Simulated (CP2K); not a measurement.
Wanted: the native input for a CP2K 2026.2 run.

| Quantity | Value |
| --- | --- |
| Task | band structure |
| Functional | PBE |
| Potentials or basis | POTENTIAL_UZH K GTH-PBE-q9, Cl GTH-PBE-q7; ccGRB-D basis |
| Density cutoff | 6803 eV |
| k mesh | 7 × 7 × 7 |
| Occupations | fermi-dirac, width 0.05 eV |
| Spin | no spin polarisation |
| SCF solver | diagonalisation with k points |
| Quickstep method | GPW |
| EPS_DEFAULT | 1.0E-10 |
| EPS_SCF | 1.0E-6 |
| MAX_SCF | 100 |
| SCF_GUESS | ATOMIC |
| k points reduced by the point group | yes |
| Mesh centred on Gamma | yes |
| CHOLESKY | OFF |
| EPS_EIGVAL | 1.0E-7 |
| MIXING METHOD | BROYDEN_MIXING |
| MIXING ALPHA | 0.4 |
| NBUFFER | 8 |
| NGRIDS | 4 |
| Basis sets | K ccGRB-D-q9, Cl ccGRB-D-q7 |
| Potentials | K GTH-PBE-q9 of POTENTIAL_UZH, Cl GTH-PBE-q7 of POTENTIAL_UZH |
| ADDED_MOS | [10] |
| Points a segment of the path (NPOINTS) | 6 |
| Bands added on the path | 2 |
| REL_CUTOFF (Ry) | 60 Ry |
| MIXING BETA (1/bohr) | 1.5 1/bohr |
| CUTOFF of the grids | 500 Ry |

Crystal: KCl (Sylvite).

```
CELL_PARAMETERS angstrom
4.44978 0.00000 0.00000
2.22489 3.85362 0.00000
2.22489 1.28454 3.63323
ATOMIC_POSITIONS crystal
K 0.00000 0.00000 0.00000
Cl 0.50000 0.50000 0.50000
```

The input as run:

kcl_bands.inp

```
&GLOBAL
  PROJECT kcl_bands
  RUN_TYPE ENERGY_FORCE
  PRINT_LEVEL LOW
&END GLOBAL
&FORCE_EVAL
  METHOD QS
  STRESS_TENSOR ANALYTICAL
  &DFT
    BASIS_SET_FILE_NAME BASIS_ccGRB_UZH
    POTENTIAL_FILE_NAME POTENTIAL_UZH
    &MGRID
      CUTOFF 500
      REL_CUTOFF 60
      NGRIDS 4
    &END MGRID
    &QS
      METHOD GPW
      EPS_DEFAULT 1.0E-10
    &END QS
    &KPOINTS
      SCHEME MONKHORST-PACK 7 7 7
      GAMMA_CENTERED T
      SYMMETRY T
      SYMMETRY_BACKEND SPGLIB
    &END KPOINTS
    &SCF
      SCF_GUESS ATOMIC
      EPS_SCF 1.0E-6
      MAX_SCF 100
      ADDED_MOS 10
      CHOLESKY OFF
      EPS_EIGVAL 1.0E-7
      &DIAGONALIZATION ON
        ALGORITHM STANDARD
      &END DIAGONALIZATION
      &MIXING ON
        METHOD BROYDEN_MIXING
        ALPHA 0.4
        BETA 1.5
        NBUFFER 8
      &END MIXING
      &SMEAR ON
        METHOD FERMI_DIRAC
        ELECTRONIC_TEMPERATURE [K] 580.226
      &END SMEAR
    &END SCF
    &XC
      &XC_FUNCTIONAL PBE
      &END XC_FUNCTIONAL
    &END XC
    &PRINT
      &KPOINTS ON
      &END KPOINTS
      &MULLIKEN ON
      &END MULLIKEN
      &MO ON
        ENERGIES T
        OCCUPATION_NUMBERS T
        &EACH
          QS_SCF 0
        &END EACH
        ADD_LAST NUMERIC
      &END MO
      &LOWDIN ON
      &END LOWDIN
      &HIRSHFELD ON
        SHAPE_FUNCTION DENSITY
      &END HIRSHFELD
      &BAND_STRUCTURE
        FILE_NAME bands.bs
        ADDED_MOS 2
        &KPOINT_SET
          UNITS B_VECTOR
          NPOINTS 6
          SPECIAL_POINT GAMMA 0.00000000 0.00000000 0.00000000
          SPECIAL_POINT X 0.50000000 0.00000000 0.50000000
          SPECIAL_POINT W 0.50000000 0.25000000 0.75000000
          SPECIAL_POINT K 0.37500000 0.37500000 0.75000000
          SPECIAL_POINT GAMMA 0.00000000 0.00000000 0.00000000
          SPECIAL_POINT L 0.50000000 0.50000000 0.50000000
          SPECIAL_POINT U 0.62500000 0.25000000 0.62500000
          SPECIAL_POINT W 0.50000000 0.25000000 0.75000000
          SPECIAL_POINT L 0.50000000 0.50000000 0.50000000
          SPECIAL_POINT K 0.37500000 0.37500000 0.75000000
        &END KPOINT_SET
        &KPOINT_SET
          UNITS B_VECTOR
          NPOINTS 6
          SPECIAL_POINT U 0.62500000 0.25000000 0.62500000
          SPECIAL_POINT X 0.50000000 0.00000000 0.50000000
        &END KPOINT_SET
      &END BAND_STRUCTURE
    &END PRINT
  &END DFT
  &SUBSYS
    &CELL
      A 4.4497805476 0.0000000000 0.0000000000
      B 2.2248902738 3.8536229955 0.0000000000
      C 2.2248902738 1.2845409985 3.6332306030
      PERIODIC XYZ
    &END CELL
    &COORD
      SCALED
      K   0.0000000000 0.0000000000 0.0000000000
      Cl  0.5000000000 0.5000000000 0.5000000000
    &END COORD
    &KIND K
      BASIS_SET ccGRB-D-q9
      POTENTIAL GTH-PBE-q9
    &END KIND
    &KIND Cl
      BASIS_SET ccGRB-D-q7
      POTENTIAL GTH-PBE-q7
    &END KIND
    &PRINT
      &ATOMIC_COORDINATES ON
      &END ATOMIC_COORDINATES
      &CELL ON
      &END CELL
    &END PRINT
  &END SUBSYS
  &PRINT
    &FORCES ON
    &END FORCES
    &STRESS_TENSOR ON
    &END STRESS_TENSOR
  &END PRINT
&END FORCE_EVAL
```

Potentials or basis: POTENTIAL_UZH K GTH-PBE-q9, Cl GTH-PBE-q7; ccGRB-D basis.

The run is started by

```console
$ OMP_NUM_THREADS=1 cp2k.psmp -i kcl_bands.inp -o kcl_bands.out
```

It gave:

```yaml
Pressure: 1.8 GPa
Band_gap_on_the_k_mesh: 5.34 eV, direct
Band_gap_along_the_path: 5.34 eV, direct
Mulliken_charges: K +0.63; Cl -0.63 e
Hirshfeld_charges: K +0.28; Cl -0.28 e
```

Caveat: Mulliken charges move with the basis; the basis of atomic orbitals isn't converged, which shifts pressures, moduli and gaps.

It took 30 s on 1 thread of Intel(R) Xeon(R) Platinum 8375C CPU @ 2.90GHz (Ice Lake), on a shared host, peak memory 0.35 GiB.
